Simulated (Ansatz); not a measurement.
# HfO2: the cost of one run

Computed with Ansatz 0.2.0 (DFT PBE, scalar-relativistic, plane waves, PAW, unless a step's input says otherwise).

3 further runs of the same task are left out: 1 that didn't finish, 2 set aside as unsound or not needed.

### Step 1. The starting structure

Symmetry: Fm-3m, No. 225, cubic system. Conventional cell: a = 5.098 Å, b = 5.098 Å, c = 5.098 Å, α = 90.00°, β = 90.00°, γ = 90.00°. Hf (site symmetry m-3m) has 8 O at 2.21 Å as nearest neighbours. O (site symmetry -43m) has 4 Hf at 2.21 Å as nearest neighbours.

As a file:

```
CELL_PARAMETERS angstrom
2.54881 -2.54881 0.00000
2.54881 0.00000 -2.54881
5.09761 5.09761 5.09761
ATOMIC_POSITIONS crystal
Hf 0.00000 0.00000 0.00000
Hf 0.33333 0.33333 0.66667
Hf 0.66667 0.66667 0.33333
O 0.66667 0.66667 0.58333
O 0.00000 0.00000 0.25000
O 0.33333 0.33333 0.91667
O 0.66667 0.66667 0.08333
O 0.00000 0.00000 0.75000
O 0.33333 0.33333 0.41667
```

It is built from the cell relaxed beforehand with the same method (11.04 Å³/atom).

### Step 2. The reference cell

The cell is repeated 3 times, 9 atoms in all. The reference gives a free energy of -50584.2302 eV, pressure 0.00 GPa, largest force 0.000 eV/Å and gap on the mesh 3.91 eV. It was computed beforehand with the settings of the runs below.

### Step 3. Next: a stacking-fault curve

The cut lies on the cell's a–b face, a (1 1 1) plane of area 11.25 Å², between layers 0.74 Å apart (O below, Hf above); the cell is 8.8 Å thick. Vector c is tilted by f times 1·a + 0·b (length 3.605 Å) with the atoms' Cartesian places fixed: one unrelaxed fault per cell.

### Step 4. At f = 0.200

Input file input.yaml:

```yaml
crystal:
  lattice:
    - [2.5488057606, -2.5488057606, 0.0]
    - [2.5488057606, 0.0, -2.5488057606]
    - [5.6073726733, 4.5878503691, 5.0976115212]
  atoms:
    - { symbol: Hf, position: [-0.14167, 0.0, 0.70835] }
    - { symbol: Hf, position: [0.25833, 0.3333333333, 0.3750166667] }
    - { symbol: Hf, position: [0.65833, 0.6666666667, 0.0416833333] }
    - { symbol: O, position: [0.60833, 0.6666666667, 0.2916833333] }
    - { symbol: O, position: [0.80833, 0.0, 0.95835] }
    - { symbol: O, position: [0.20833, 0.3333333333, 0.6250166667] }
    - { symbol: O, position: [0.50833, 0.6666666667, 0.7916833333] }
    - { symbol: O, position: [0.90833, 1.0, 0.45835] }
    - { symbol: O, position: [0.30833, 0.3333333333, 0.1250166667] }
basis:
  ecutwfc: 420
kpoints:
  mp_grid: { grid: [7, 7, 3] }
hamiltonian:
  xc: pbe
scf:
  occupations: { method: gaussian, width: 0.05 }
output:
  forces: true
  stress: true
  eigenvalues: true
```

On the command line:

```sh
> ansatz run input.yaml --threads 2 --pin off --max-ram 5120MiB --backend cpu --events-out ev --progress --plain --runs-dir out
```

Q: Estimate wall time and peak memory on 2 threads of Intel Xeon Platinum 8375C at 2.90GHz (Ice Lake), shared host.

About 22 s, with a peak of 0.67 GiB.
